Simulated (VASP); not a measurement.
Here is a VASP 6.6.1 calculation.

File INCAR:

```
SYSTEM = TePb
ALGO = Normal
EDIFF = 1E-6
ENCUT = 520
GGA = PE
ISIF = 2
ISMEAR = 0
KPAR = 4
LASPH = .True.
LCHARG = .False.
LREAL = .False.
LWAVE = .False.
NELM = 80
PREC = Accurate
SIGMA = 0.03
```

File KPOINTS:

```
k-points
0
Gamma
  6 6 6
  0 0 0
```

POSCAR

```
TePb                                    
1.0
    0.0000000000      3.2218515824      3.2218515824
    3.2218515824      0.0000000000      3.2218515824
    3.2218515824      3.2218515824      0.0000000000
  Te              Pb            
     1     1
Direct
     0.5000000000000000    0.5000000000000000    0.5000000000000000
     0.0000000000000000    0.0000000000000000    0.0000000000000000
```

The input KPOINTS_OPT:

```
explicit points
6
Reciprocal
 0.0000000000  0.0000000000  0.0000000000 1
 0.3750000000  0.3750000000  0.7500000000 1
 0.5000000000  0.5000000000  0.5000000000 1
 0.6250000000  0.2500000000  0.6250000000 1
 0.5000000000  0.2500000000  0.7500000000 1
 0.5000000000  0.0000000000  0.5000000000 1
```

Potentials or basis: VASP PAW PBE potentials, release 64 (Te, Pb_d).

Command:

```bash
$ cat potpaw_PBE.64/Te/POTCAR potpaw_PBE.64/Pb_d/POTCAR > POTCAR
$ mpirun -np 4 vasp_std > vasp.out
```

Problem. What does it give for the pressure?

Solution. 2.5 GPa.

Problem. Estimate the band gap along the path.

Solution. 0.72 eV, direct.

Problem. Estimate the band gap on the k mesh.

Solution. 0.72 eV, direct.

Caveat: spin-orbit coupling is left out, which as a rule narrows the gap of such compounds by several tenths of an eV.

**The experiment to reproduce.**

A printed reference work, monograph reports, for a bulk crystal of TePb at 4.2 K: band gap 0.19 eV (direct).

Measured gap of TePb: 0.19 eV (direct; 4.2 K; a printed reference work, monograph). This calculation gives 0.72 eV (+0.53 eV). Spin-orbit coupling on Pb, Te is left out. The value is that of PBE, without temperature or zero-point motion.
